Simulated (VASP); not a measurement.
Write the native input for VASP 6.6.1 that does the following.

```
Task                   : relaxation of cell and atoms
Functional             : BEEF-vdW
Potentials or basis    : VASP PAW PBE potentials, release 64 (Te)
Cutoff                 : 600 eV
k mesh                 : 9 × 9 × 9
Occupations            : fermi-dirac, width 0.05 eV
Spin                   : no spin polarisation
Further INCAR settings : ALGO = Normal; EDIFF = 1e-06; IBRION = 2; EDIFFG = -0.02; NSW = 60; ISIF = 3
```

The structure of Te lies in POSCAR:

```
Te
1.0
    2.3059043427      1.3313144930      1.6909537039
   -2.3059043427      1.3313144930      1.6909537039
    0.0000000000     -2.6626289860      1.6909537039
Te
1
Direct
    0.5000000000      0.5000000000      0.5000000000
```

This isn't the form of Te at room conditions, which is trigonal, of chains.

One way to write it, as run:

INCAR

```
SYSTEM = Te
ALGO = Normal
EDIFF = 1E-6
EDIFFG = -0.02
ENCUT = 600
GGA = BF
IBRION = 2
ISIF = 3
ISMEAR = -1
LASPH = .TRUE.
LCHARG = .FALSE.
LREAL = .FALSE.
LUSE_VDW = .TRUE.
LWAVE = .FALSE.
NELM = 80
NSW = 60
PREC = Accurate
SIGMA = 0.05
ZAB_VDW = -1.8867
```

KPOINTS

```
k-points
0
G
  9 9 9
  0 0 0
```

Potentials or basis: VASP PAW PBE potentials, release 64 (Te).

Command:

```sh
$ cat potpaw_PBE.64/Te/POTCAR > POTCAR
$ mpirun -np 1 vasp_std > vasp.out
```

Results of the run:

```json
{"Relaxed volume": "33.79 Å³/atom", "Relaxed cell": "a = 3.234 Å, b = 3.234 Å, c = 3.234 Å, α = 91.19°, β = 91.19°, γ = 91.19°", "Space group after relaxing (to 0.05 Å)": "R-3m (No. 166)", "Energy gained by relaxing": "32.0 meV/atom", "Ionic steps": "9", "Pressure after relaxing": "0.0 GPa", "Band gap on the k mesh": "none (metal or under the smearing width)"}
```

Caveat: the PAW data sets were made with another functional, which shifts forces and pressure a little.

Run time: 2.3 min on 1 thread of Intel(R) Xeon(R) 6975P-C (Granite Rapids), on a shared host, peak memory 0.34 GiB.
